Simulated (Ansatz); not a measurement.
# BaS: the cost of one run

Program: Ansatz 0.2.0. Level of theory: DFT PBE, scalar-relativistic, plane waves, PAW. These are calculated values, not measurements.

1 further run of the same task is left out (set aside as unsound or not needed).

**1. Starting point**

Symmetry: Fm-3m, No. 225, cubic system. Conventional cell: a = 6.388 Å, b = 6.388 Å, c = 6.388 Å, α = 90.00°, β = 90.00°, γ = 90.00°. Ba (site symmetry m-3m) is surrounded by 6 S at 3.19 Å. S (site symmetry m-3m) is surrounded by 6 Ba at 3.19 Å.

Structure file:

```
CELL_PARAMETERS angstrom
0.00000 3.19375 3.19375
3.19375 0.00000 3.19375
3.19375 3.19375 0.00000
ATOMIC_POSITIONS crystal
Ba 0.00000 0.00000 0.00000
S 0.50000 0.50000 0.50000
```

The structure comes from the Crystallography Open Database.

**2. A single atom displaced**

What differs from the listed cell: atom 1 (Ba) moved by 0.37 Å.

File input.yaml:

```yaml
crystal:
  lattice:
    - [0.0, 3.19375, 3.19375]
    - [3.19375, 0.0, 3.19375]
    - [3.19375, 3.19375, 0.0]
  atoms:
    - { symbol: Ba, position: [-0.0467193738, 0.0914536204, -0.0558309198] }
    - { symbol: S, position: [0.5, 0.5, 0.5] }
basis:
  ecutwfc: 420
kpoints:
  mp_grid: { grid: [8, 8, 8] }
hamiltonian:
  xc: pbe
scf:
  occupations: { method: gaussian, width: 0.02 }
output:
  forces: true
  stress: true
  eigenvalues: true
```

Started as:

```bash
> ansatz run input.yaml --threads 1 --pin off --max-ram 1331MiB --backend cpu --events-out ev --progress --plain --runs-dir out
```

**Question.** How long does this run take on 1 thread of an Arm CPU, shared host, and how much memory does it need?

About 25 s, with a peak of 0.52 GiB.
